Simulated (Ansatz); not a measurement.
TiTe2:

```
Te Ti
1.0
     3.77700    0.00000    0.00000
    -1.88850    3.27098    0.00000
     0.00000    0.00000    6.49800
Te Ti
2 1
Direct
  0.33333 0.66667 0.73720
  0.66667 0.33333 0.26280
  0.00000 0.00000 0.00000
```

```yaml
Program: Ansatz 0.2.0
Task: relaxation of cell and atoms
Functional: LDA
Potentials_or_basis: Ansatz PAW
Cutoff: "420 eV (not typed: the program's choice for these potentials)"
k_mesh: 8 × 8 × 4
Occupations: fermi-dirac, width 0.05 eV
Spin: no spin polarisation
Hubbard_terms: Ti d U = 6.2 eV
```

At the start: volume 26.76 Å³/atom.

Task: Where does the relaxation end?

Result: It ends after 7 steps and the volume is 28.44 Å³/atom (+6.3 %); space group P-3m1 (No. 164, to 0.05 Å).

Step by step:
| step | energy change (eV) | largest force (eV/Å) | volume (Å³) |
| --- | --- | --- | --- |
| 1 | 0.0000 | 0.0430 | 80.28 |
| 2 | -0.0635 | 0.1960 | 88.68 |
| 3 | -0.0748 | 0.0804 | 86.70 |
| 4 | -0.0770 | 0.0217 | 85.88 |
| 5 | -0.0777 | 0.0039 | 85.32 |
| 6 | -0.0777 | 0.0021 | 85.32 |
| 7 | -0.0793 | 0.0019 | 85.32 |

Final structure:
```
Te Ti
1.0
     3.93912    0.00000    0.00000
    -1.96956    3.41137    0.00000
     0.00000    0.00000    6.34903
Te Ti
2 1
Direct
  0.33333 0.66667 0.74182
  0.66667 0.33333 0.25818
  0.00000 0.00000 0.00000
```

Caveat: the plane-wave basis is chosen anew once the cell has moved, so the energies of steps on either side of that aren't comparable; the PAW data sets come from PBE, with cores solved anew for the run's functional, which leaves a small shift of forces and pressure; the U is typed as a test and isn't derived for this compound.
